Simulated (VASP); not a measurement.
# Be: convergence, self-consistent run

Be, P-1 (no. 2), 2 atoms in the cell. PBE; PAW potentials Be (PBE set). VASP 6.6.1. The atoms are moved at random off their ideal places.

Wanted: energy within 1 meV/atom; forces within 0.005 eV/Å; pressure within 0.1 GPa.

POSCAR:
```
Be
1.0
    2.2853000000      0.0000000000      0.0000000000
   -1.1426500000      1.9791278553      0.0000000000
    0.0000000000      0.0000000000      3.5842000000
Be
2
Direct
    0.6746380000      0.3395620000      0.7463890000
    0.3459860000      0.6762730000      0.2473220000
```

## One numerical tag moved

| One numerical tag moved | Energy less reference (meV/atom) | Forces, largest deviation (eV/Å) | Pressure (GPa) | SCF iterations | Time (s) |
|---|---|---|---|---|---|
| default | 0.0 | 0.0000 | -2.79 | 11 | 22 |
| DEPER = 0.6 | 0.0 | 0.0000 | -2.79 | 11 | 21 |
| NBLK = 64 | 0.0 | 0.0000 | -2.79 | 11 | 21 |
| NDAV = 2 | 0.0 | 0.0000 | -2.79 | 11 | 20 |
| EBREAK = 0.0001 | 0.0 | 0.0000 | -2.79 | 11 | 19 |
| RANDOM_GENERATOR = pcg_32 | 0.0 | 0.0000 | -2.79 | 11 | 23 |
| WEIMIN = 0.0 | 0.0 | 0.0000 | -2.79 | 11 | 23 |
| LDIAG = F | 0.0 | 0.0000 | -2.79 | 11 | 28 |
| DEPER = 0.05 | 0.0 | 0.0000 | -2.79 | 11 | 26 |

## Question

For each series: keep the first row unless others stay within half of the tolerance and take at least 30 % less time, and then take the fastest.

## Answer

- one numerical tag moved: default

## The input

INCAR:
```
SYSTEM = Be
PREC = Accurate
ENCUT = 520
EDIFF = 1E-7
ISMEAR = 1
SIGMA = 0.1
LREAL = .False.
LASPH = .True.
ALGO = Normal
NELM = 100
ISIF = 2
LWAVE = .False.
LCHARG = .False.
```

KPOINTS:
```
k-points
0
Gamma
  11 11 6
```

Commands:
```
cat potpaw_PBE.64/Be/POTCAR > POTCAR
mpirun -np 1 vasp_std > vasp.out
```

The chosen input took VASP 6.6.1 22 s on 1 core (Intel Xeon Platinum 8259CL @ 2.50GHz (Skylake/Cascade Lake)), a shared host.

## An input that fails: LMAXPAW = -1 without LASPH

It runs to its end, but against the unchanged starting input it is off by 28.4 meV/atom in the energy, 0.0005 eV/Å in the forces, 1.58 GPa in the pressure.

Changes against the starting input:
```
- LASPH = True
+ LASPH = False
+ LMAXPAW = -1
```
